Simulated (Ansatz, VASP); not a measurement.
# Cu: VASP beside Ansatz

The input INCAR:

```
SYSTEM = Cu
  PREC = Accurate
  ENCUT = 520
  EDIFF = 1E-6
  ISMEAR = -1
  SIGMA = 0.1
  LREAL = .False.
  LASPH = .True.
  NELM = 100
  ALGO = Normal
  ISIF = 2
  LWAVE = .False.
  LCHARG = .False.
  GGA = CA
  NBANDS = 12
```

KPOINTS

```
Automatic mesh
0
Gamma
  15 15 15
  0 0 0
```

File POSCAR:

```
Cu
1.0
    2.2297639506      0.0000000000      0.0000000000
    0.0000000000      2.2297639506      0.0000000000
    0.0000000000      0.0000000000      2.2297639506
Cu
1
Direct
    0.0000000000      0.0000000000      0.0000000000
```

Input for Ansatz:

```yaml
crystal:
  lattice:
    - [2.2297639506, 0.0, 0.0]
    - [0.0, 2.2297639506, 0.0]
    - [0.0, 0.0, 2.2297639506]
  atoms:
    - { symbol: Cu, position: [0.0, 0.0, 0.0] }
hamiltonian:
  xc: lda
  pseudopotentials:
    kind: paw
    azcp:
      Cu: "pseudopotentials/Cu.paw.azcp"
basis:
  ecutwfc: 420
  fft_grid_basis: typed
kpoints:
  mp_grid: { grid: [15, 15, 15], shift: [0, 0, 0] }
magnetization:
  spin_polarized: false
scf:
  occupations: { method: fermi_dirac, width: 0.1 }
  lower_state_search: "off"
output:
  stress: true
```

Alike in both runs: task single point; functional LDA; k mesh 15 × 15 × 15; occupations fermi-dirac, width 0.1 eV; no spin polarisation.

```csv
,VASP,Ansatz
version,VASP 6.6.1,Ansatz 0.2.0
potentials or method,"VASP PAW LDA potentials, release 64 (Cu)","plane waves (420 eV) with PAW, scalar-relativistic"
plane-wave cutoff (eV),520,420
valence electrons in the cell,11,19
```

Ansatz gave:

```
pressure (GPa) : 24.6
```

**Question.** What did VASP give for the same quantities?

**Answer.** Pressure (GPa): 25.3.

The two sets of potentials don't hold the same shells in valence. Ansatz warned: «pseudo_functional_mismatch».

Caveats: so large a pressure means that the cell lies far from this level's equilibrium, or that cutoff or potentials fall short (VASP).
